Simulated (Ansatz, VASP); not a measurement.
# LaSi3Rh in two plane-wave programs

Wanted: the spread between two codes on one cell, functional and k mesh.

Program: Ansatz 0.2.0. Level of theory: plane waves, with VASP 6.6.1 beside it; relaxation of cell and atoms at r2SCAN. Results are calculated unless marked as measured.

### Step 1. Starting point

It takes space group I4mm (No. 107, tetragonal). The conventional cell has a = 4.270 Å, b = 4.270 Å, c = 9.869 Å, α = 90.00°, β = 90.00°, γ = 90.00°. Nearest to La lie 12 Si at 3.14 to 3.36 Å and 5 Rh at 3.38 to 3.40 Å. Nearest to Si lie 1 Rh at 2.39 Å and 4 Si at 2.60 Å and 4 La at 3.14 Å. Si has 2 Rh at 2.38 Å and 6 Si at 2.60 to 3.02 Å and 4 La at 3.17 to 3.36 Å nearest. Nearest to Rh lie 5 Si at 2.38 to 2.39 Å and 5 La at 3.38 to 3.40 Å. Farther neighbours are not listed.

### Step 2. Ansatz: relaxation of cell and atoms, r2SCAN

Ansatz runs on its default PAW (the set named soft_2) files.

The relaxed volume is the usual yardstick between codes: its relative difference is about their pressure difference at one cell divided by the bulk modulus.

File input.yaml:

```yaml
crystal:
  lattice:
    - [-2.13486789, 2.13486789, 4.93463177]
    - [2.13486789, -2.13486789, 4.93463177]
    - [2.13486789, 2.13486789, -4.93463177]
  atoms:
    - { symbol: La, position: [0.99949889, 0.99949889, 0.0] }
    - { symbol: Si, position: [0.41193168, 0.41193168, 0.0] }
    - { symbol: Si, position: [0.26201892, 0.76201892, 0.5] }
    - { symbol: Si, position: [0.76201892, 0.26201892, 0.5] }
    - { symbol: Rh, position: [0.65453058, 0.65453058, 0.0] }
hamiltonian:
  xc: r2scan
  pseudopotentials: { kind: paw }
kpoints:
  mp_grid: { grid: [9, 9, 9] }
scf:
  occupations: { method: fermi_dirac, width: 0.05 }
relax:
  f_tol: 0.01
  max_steps: 60
  cell: { stress_tol: 0.05 }
output:
  forces: true
  stress: true
```

Launch:

```
> ansatz run input.yaml --threads 4 --pin off --max-ram 9216MiB --backend cpu --events-out ev --progress --plain --runs-dir out
```

Numbers of over 12 decimals in the logs are rounded to 6 here.

What it wrote:

```text
Engine: ansatz 0.2.0, aarch64-unknown-linux-gnu
Pseudopotentials: kind: paw
Pseudopotential: La, paw, valence charge 11, recommended cutoff 500 eV (meta_gga), La.paw.azcp
Pseudopotential: Si, paw, valence charge 4, recommended cutoff 500 eV (meta_gga), Si.paw.azcp
Pseudopotential: Rh, paw, valence charge 17, recommended cutoff 500 eV (meta_gga), Rh.paw.azcp
Functional definition: r2SCAN
  parameter k0 = 0.174
  parameter k1 = 0.065
  parameter a1 = 4.9479
  exchange = r2scan_x(k0 = k0, k1 = k1, a1 = a1)
  correlation = r2scan_c
Crystal: 5 atoms, lattice volume = 89.962 Å³
Basis set: ecut = 500 eV, 2273 PW (Γ), exchange–correlation on 180×180×180 points (64 copies of the dense FFT grid, shifted against one another)
Bands: 25, of which v1, the nominal top of the filled ones, is band 20 counted from 1 (19 counted from 0)
Symmetry: 8 space group operations
Space group: I4mm (ITA 107), of the structure as read, at distance tolerance 4.5e-5 Å
k-points: 75 of 729 (time reversal used)
Non-local potential: La, projectors of the file, l = 0: 3, l = 1: 2, l = 2: 2, l = 3: 3
Non-local potential: Si, projectors of the file, l = 0: 2, l = 1: 2, l = 2: 2
Non-local potential: Rh, projectors of the file, l = 0: 3, l = 1: 2, l = 2: 2, l = 3: 1
PAW form: soft (Blöchl's): semilocal exchange-correlation on the pseudo side does not see the compensation charge
PAW frozen core: La, regenerated for the run's functional (the file was generated under x = pbe(κ = 0.804, μ = 0.219515), c = pbe(β = 0.066725))
PAW frozen core: Si, regenerated for the run's functional (the file was generated under x = pbe(κ = 0.804, μ = 0.219515), c = pbe(β = 0.066725))
PAW frozen core: Rh, regenerated for the run's functional (the file was generated under x = pbe(κ = 0.804, μ = 0.219515), c = pbe(β = 0.066725))
PAW one-centre angular grid: La, 974 points (default); XC on 160 Gauss nodes
PAW one-centre angular grid: Si, 302 points (default); XC on 160 Gauss nodes
PAW one-centre angular grid: Rh, 590 points (default); XC on 160 Gauss nodes
Initial density: superposition of atomic densities (neutral atoms: chi_scale 0, normalization atom), corrected by the library's trained network
Initial wavefunctions: pseudopotential atomic-orbital guess
Functional: x = r2scan, c = r2scan; τ floored in thin density (d = 2e-4 eV/Å³)
SCF iter   1: F=—  HF=-14601.399458 eV  |F-HF|=—  |Δ(HF+E_count)|=         —  Δρ=9.12e-3  dr2=1.48e-1  dr2_τ=4.07e-2  ethr=1.77e-3  ⟨swp⟩=6.0  Hψ=9009  notcnv=0
preconditioner: auto → Kerker (q_TF=auto, 2.384 Å⁻¹)  [metal: Δε(μ)=0.022 eV  Ē_g=9.091 eV  σ=0.050 eV  W_gap=0.11  n_scr=14 (ndim 8)  ℏωp=21.4 eV  f_vac=0.000  D(μ)=1.64/eV (n_scr^D=10)]
SCF iter   2: F=—  HF=-14601.479333 eV  |F-HF|=—  |Δ(HF+E_count)|=   7.99e-2  Δρ=5.75e-3  dr2=3.00e-2  dr2_τ=4.24e-3  ethr=3.69e-4  ⟨swp⟩=3.7  Hψ=4294  notcnv=0  defer=14
SCF iter   3: F=—  HF=-14601.477366 eV  |F-HF|=—  |Δ(HF+E_count)|=   1.97e-3  Δρ=2.60e-3  dr2=1.16e-2  dr2_τ=2.01e-4  ethr=7.50e-5  ⟨swp⟩=4.0  Hψ=3796  notcnv=0  defer=15
SCF iter   4: F=—  HF=-14601.476505 eV  |F-HF|=—  |Δ(HF+E_count)|=   8.61e-4  Δρ=6.89e-4  dr2=4.52e-4  dr2_τ=2.23e-5  ethr=2.89e-5  ⟨swp⟩=3.2  Hψ=3576  notcnv=0  defer=14
SCF iter   5: F=—  HF=-14601.476614 eV  |F-HF|=—  |Δ(HF+E_count)|=   1.10e-4  Δρ=2.23e-4  dr2=9.73e-5  dr2_τ=2.41e-6  ethr=1.13e-6  ⟨swp⟩=2.1  Hψ=3439  notcnv=0  defer=14
SCF iter   6: F=—  HF=-14601.476609 eV  |F-HF|=—  |Δ(HF+E_count)|=   5.41e-6  Δρ=5.93e-5  dr2=4.36e-6  dr2_τ=1.66e-7  ethr=2.43e-7  ⟨swp⟩=2.0  Hψ=3012  notcnv=0  defer=14
SCF iter   7: F=—  HF=-14601.476610 eV  |F-HF|=—  |Δ(HF+E_count)|=   1.07e-6  Δρ=1.87e-5  dr2=6.21e-7  dr2_τ=1.51e-8  ethr=1.09e-8  ⟨swp⟩=2.1  Hψ=2955  notcnv=0  defer=14
SCF iter   8: F=-14601.476610 eV  HF=-14601.476610 eV  |F-HF|=2.83e-8  |Δ(HF+E_count)|=   2.81e-8  Δρ=5.22e-6  dr2=6.00e-8  dr2_τ=6.11e-10  ethr=2.50e-10  ⟨swp⟩=4.5  Hψ=6453  notcnv=0
SCF 1 converged in 8 iterations: F = -14601.476610 eV  dr2 = 6.00e-8
  greatest PAW one-centre occupation: 1.000 electrons in one spin orbital (limit 2), on the Rh atom at site 4 (counted from 0), in its partial waves of l = 1
relax step   1: F+E_penalty+E_count = -14601.47660995 eV  Δ(F+E_penalty+E_count) = +0.000e0 eV  max|allowed force component| = 2.371e-2 eV/Å  Δτ_max = 0.0000 Å  P = +0.122 GPa  Ω = 89.962 Å³  (8 SCF iters, dr2 threshold 1.00e-7 eV, accepted)
[...]
relax step   2: F+E_penalty+E_count = -14601.47666973 eV  Δ(F+E_penalty+E_count) = -5.977e-5 eV  max|allowed force component| = 2.134e-2 eV/Å  Δτ_max = 0.0046 Å  P = -0.046 GPa  Ω = 90.087 Å³  energy of the carried Pulay correction = -1.887e-5 eV  (6 SCF iters, dr2 threshold 4.82e-8 eV, accepted)
[...]
relax step   3: F+E_penalty+E_count = -14601.47670703 eV  Δ(F+E_penalty+E_count) = -3.730e-5 eV  max|allowed force component| = 3.628e-3 eV/Å  Δτ_max = 0.0026 Å  P = -0.009 GPa  Ω = 90.066 Å³  energy of the carried Pulay correction = -1.562e-5 eV  (6 SCF iters, dr2 threshold 2.85e-8 eV, accepted)
[...]
relax step   4: F+E_penalty+E_count = -14601.47672315 eV  Δ(F+E_penalty+E_count) = -1.611e-5 eV  max|allowed force component| = 3.650e-3 eV/Å  Δτ_max = 0.0000 Å  P = -0.009 GPa  Ω = 90.066 Å³  stress off target by 2.17e-2 GPa  SCF on the basis re-selected at this cell (its energy is not comparable with the rows above)  (6 SCF iters)
basis re-selected at this cell: Δ(F+E_penalty+E_count) = -1.611e-5 eV, ΔP = -0.000 GPa vs the last step (what re-selecting the basis moved, of the pressure what is left beyond the Pulay correction that the steps carried, after the strain that the cell walked since its last selection, with what the two solves' SCF thresholds leave and, on support functions, any second-order correction that the steps lacked; it is no m [...]
SCF converged after 6 iterations
Free energy (F): -14601.476723 eV
Harris-Foulkes:  -14601.476723 eV  (|F-HF|=9.09e-12)
Internal energy: -14601.462386 eV  (E = F + TS)
E sigma→0 (E₀):  -14601.469555 eV
Entropy (-TS):   -0.014337 eV (-2.867 meV/atom)
Fermi energy:    13.003924 eV
--- Per-component energies (eV) ---
  E_band       = -208.241674
  E_kinetic    = 893.013344
  E_local      = -3070.277630  (includes V_loc(G=0)·N_el)
  E_nonlocal   = 521.085644
  E_hartree    = 1193.807710
  E_xc         = -507.831785
  E_vxc        = -631.245252  (∫ρ·V_xc dr)
  E_paw        = -10599.859603  (= ΣΔE_a)
  E_vpaw       = -344.697359  (= ΣTr[D̂ρ^β])
  E_aug_tail   = 0.000694  (compensation charges beyond the density's cutoff)
  E_vtau       = 36.263441  (kinetic-family band-sum trace: ∫τ·v_τ [+ j·A + Jᵃ·Aᵃ] dr)
  E_ewald      = -3030.870014
  E_core_change = -0.530746  (= ΣΔE_core)
  E_smearing   = -0.014337  (= −TS)
  E_closure    = -0.000000  (closes the sum)
  Σ components = -14601.476723   (vs F -14601.476723, Δ=0.00e0)
--- Forces (eV/Å), atoms counted from 1 ---
  atom   1  La     0.00000000     0.00000000     0.00364932
  atom   2  Si    -0.00000000    -0.00000000    -0.00107530
  atom   3  Si    -0.00000000     0.00000000    -0.00178267
  atom   4  Si     0.00000000     0.00000000    -0.00178267
  atom   5  Rh     0.00000000     0.00000000     0.00098846
  max |Σ_I F_I| component: 2.85e-6 eV/Å
--- Stress (GPa, compression-positive) ---
       -0.021679       0.000000      -0.000000
        0.000000      -0.021679       0.000000
       -0.000000       0.000000       0.017342
  P = ⅓ Tr σ = -0.0087 GPa (-0.087 kbar)
--- Relaxed structure (3 steps of the walk, 3 accepted, 1 SCFs on fresh bases) ---
  F+E_penalty+E_count = -14601.47672315 eV   max|allowed force component| = 3.650e-3 eV/Å   (the final SCF, on the basis selected at the relaxed cell)
  cell:  # Å, volume = 90.0657 Å³
    - [-2.136591, 2.136591, 4.932382]
    - [2.136591, -2.136591, 4.932382]
    - [2.136591, 2.136591, -4.932382]
  atoms:
    - { symbol: La, position: [0.999711, 0.999711, 0] }
    - { symbol: Si, position: [0.411774, 0.411774, 0] }
    - { symbol: Si, position: [0.261911, 0.761911, 0.500000] }
    - { symbol: Si, position: [0.761911, 0.261911, 0.500000] }
    - { symbol: Rh, position: [0.654692, 0.654692, 0] }
```

Run time: 61 s. Hardware: 4 threads of Arm Neoverse N1, shared host; peak memory 0.84 GiB.

### Step 3. VASP: relaxation of cell and atoms, r2SCAN

The same cell, functional, mesh and smearing now go to VASP, with its own data sets and cutoff.

Lines of VASP's logs that name or quote its potential files are left out, and so is its time.

File INCAR:

```
SYSTEM = LaSi3Rh
PREC = Accurate
ENCUT = 520
EDIFF = 1E-06
NELM = 100
ISMEAR = -1
SIGMA = 0.05
LREAL = .FALSE.
ALGO = Normal
METAGGA = R2SCAN
LASPH = .TRUE.
NBANDS = 25
LORBIT = 11
LWAVE = .FALSE.
LCHARG = .FALSE.
KPAR = 4
IBRION = 2
NSW = 60
ISIF = 3
EDIFFG = -0.01
```

File POSCAR:

```
LaSi3Rh
1.0
   -2.1348678900      2.1348678900      4.9346317700
    2.1348678900     -2.1348678900      4.9346317700
    2.1348678900      2.1348678900     -4.9346317700
La Si Rh
1 3 1
Direct
    0.9994988900      0.9994988900      0.0000000000
    0.4119316800      0.4119316800      0.0000000000
    0.2620189200      0.7620189200      0.5000000000
    0.7620189200      0.2620189200      0.5000000000
    0.6545305800      0.6545305800      0.0000000000
```

File KPOINTS:

```
Automatic mesh
0
Gamma
9 9 9
0 0 0
```

The projector-augmented-wave data sets are La, Si and Rh_pv (PBE family, release 64).

Launch:

```
> mpirun -np 4 vasp_std
```

What it wrote:

```text
[banner, memory and clock lines left out]
running    4 mpi-ranks, on    1 nodes
 distrk:  each k-point on    1 cores,    4 groups
 distr:  one band on    1 cores,    1 groups

 POSCAR found type information on POSCAR LaSiRh
 POSCAR found :  3 types and       5 ions
|                                                                             |
|               ----> ADVICE to this user running VASP <----                  |
|                                                                             |
|     You enforced a specific xc type in the INCAR file but a different       |
|     [... a line on the potential file left out ...]
|     I HOPE YOU KNOW WHAT YOU ARE DOING!                                     |
|                                                                             |

 LDA part: xc-table for (None), standard interpolation
 POSCAR, INCAR and KPOINTS ok, starting setup
 FFT: planning ... GRIDC
 FFT: planning ... GRID_SOFT
 FFT: planning ... GRID
 WAVECAR not read
 entering main loop
       N       E                     dE             d eps       ncg     rms          rms(c)
DAV:   1     0.247005637055E+03    0.24701E+03   -0.18218E+04  4614   0.206E+03
DAV:   2    -0.437540276510E+02   -0.29076E+03   -0.27943E+03  4185   0.366E+02
DAV:   3    -0.911593655105E+02   -0.47405E+02   -0.45446E+02  5857   0.141E+02
DAV:   4    -0.942977793855E+02   -0.31384E+01   -0.30861E+01  6621   0.429E+01
DAV:   5    -0.944172858376E+02   -0.11951E+00   -0.11926E+00  5572   0.627E+00    0.155E+01
DAV:   6    -0.851110957600E+02    0.93062E+01   -0.17736E+01  5172   0.328E+01    0.660E+00
DAV:   7    -0.844864675129E+02    0.62463E+00   -0.45943E+00  6580   0.193E+01    0.447E+00
DAV:   8    -0.845505500012E+02   -0.64082E-01   -0.56655E-01  5780   0.435E+00    0.214E+00
DAV:   9    -0.845375725547E+02    0.12977E-01   -0.33801E-01  6307   0.443E+00    0.732E-01
DAV:  10    -0.845348977264E+02    0.26748E-02   -0.37820E-02  5868   0.150E+00    0.224E-01
DAV:  11    -0.845357399752E+02   -0.84225E-03   -0.69805E-03  6532   0.519E-01    0.102E-01
DAV:  12    -0.845358575171E+02   -0.11754E-03   -0.40280E-04  6276   0.135E-01    0.587E-02
DAV:  13    -0.845359485054E+02   -0.90988E-04   -0.30363E-04  6324   0.115E-01    0.174E-02
DAV:  14    -0.845359707546E+02   -0.22249E-04   -0.24848E-05  6468   0.323E-02    0.951E-03
DAV:  15    -0.845359708860E+02   -0.13147E-06   -0.40165E-06  5612   0.158E-02
   1 F= -.84535971E+02 E0= -.84528825E+02  d E =-.845360E+02
[...]
2 F= -.84536009E+02 E0= -.84528852E+02  d E =-.383389E-04
[...]
3 F= -.84536012E+02 E0= -.84528856E+02  d E =-.406299E-04
[...]
4 F= -.84536009E+02 E0= -.84528856E+02  d E =-.377779E-04
[...]
5 F= -.84536012E+02 E0= -.84528859E+02  d E =-.410072E-04
[...]
6 F= -.84536012E+02 E0= -.84528859E+02  d E =-.414390E-04
[...]
7 F= -.84536012E+02 E0= -.84528858E+02  d E =-.414151E-04
 curvature:  -0.14 expect dE=-0.552E-05 dE for cont linesearch -0.854E-09
 trial: gam= 0.40731 g(F)=  0.132E-04 g(S)=  0.271E-04 ort =-0.792E-06 (trialstep = 0.957E+00)
 search vector abs. value=  0.564E-04
 bond charge predicted
       N       E                     dE             d eps       ncg     rms          rms(c)
DAV:   1    -0.845360365924E+02   -0.23590E-04   -0.43717E-03  4719   0.868E-01    0.509E-02
DAV:   2    -0.845360554447E+02   -0.18852E-04   -0.87558E-04  5545   0.285E-01    0.304E-02
DAV:   3    -0.845360415099E+02    0.13935E-04   -0.10168E-04  6427   0.897E-02    0.160E-02
DAV:   4    -0.845360374361E+02    0.40738E-05   -0.20240E-05  6436   0.373E-02    0.383E-03
DAV:   5    -0.845360378497E+02   -0.41365E-06   -0.20663E-06  4279   0.116E-02
   8 F= -.84536038E+02 E0= -.84528876E+02  d E =-.255486E-04
 trial-energy change:   -0.000026  1 .order   -0.000025   -0.000038   -0.000011
 step:   1.3600(harm=  1.3600)  dis= 0.00100  next Energy=   -84.536039 (dE=-0.272E-04)
 reached required accuracy - stopping structural energy minimisation
```

[end of part 1 of 2]

[Lines on the potential files, build, host, timing and source positions are cut from VASP's logs without a mark.]

[Logs are printed without paths, hosts, clocks, repeated set-up lines and the standing remarks that a program may print on its own settings, such as how far it seeks lower states.]

[Hosts, paths, dates, database ids (printed as entryN), source tags and the programs' standing remarks are cut or masked in the printed files.]
